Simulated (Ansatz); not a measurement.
# CdF2: the cost of one run

Method: DFT PBE, scalar-relativistic, plane waves, PAW, in Ansatz 0.2.0.

### Step 1. The structure to begin with

The structure is cubic, space group Fm-3m (No. 225). The conventional cell has a = 5.388 Å, b = 5.388 Å, c = 5.388 Å, α = 90.00°, β = 90.00°, γ = 90.00°. Around Cd (site symmetry m-3m) lie 8 F at 2.33 Å. Around F (site symmetry -43m) lie 4 Cd at 2.33 Å.

As a file:

```xyz
3
Lattice="0.0000 2.6940 2.6940 2.6940 0.0000 2.6940 2.6940 2.6940 0.0000" Properties=species:S:1:pos:R:3 pbc="T T T"
Cd    0.0000    0.0000    0.0000
F     1.3470    1.3470    1.3470
F     4.0410    4.0410    4.0410
```

Source of the structure: the Crystallography Open Database.

### Step 2. Probe: one point at the start

Contents of input.yaml:

```yaml
crystal:
  lattice:
    - [0.0, 2.694, 2.694]
    - [2.694, 0.0, 2.694]
    - [2.694, 2.694, 0.0]
  atoms:
    - { symbol: Cd, position: [0.0, 0.0, 0.0] }
    - { symbol: F, position: [0.25, 0.25, 0.25] }
    - { symbol: F, position: [0.75, 0.75, 0.75] }
basis:
  ecutwfc: 420
kpoints:
  mp_grid: { grid: [6, 6, 6] }
hamiltonian:
  xc: pbe
scf:
  occupations: { method: gaussian, width: 0.1 }
output:
  forces: true
  stress: true
  eigenvalues: true
```

The run is started by

```bash
ansatz run input.yaml --threads 1 --pin off --max-ram 2560MiB --backend cpu --events-out ev --progress --plain --runs-dir out
```

What time and memory should one allow on 1 thread of Arm Neoverse V1, shared host?

About 1 s, with a peak of 0.27 GiB.
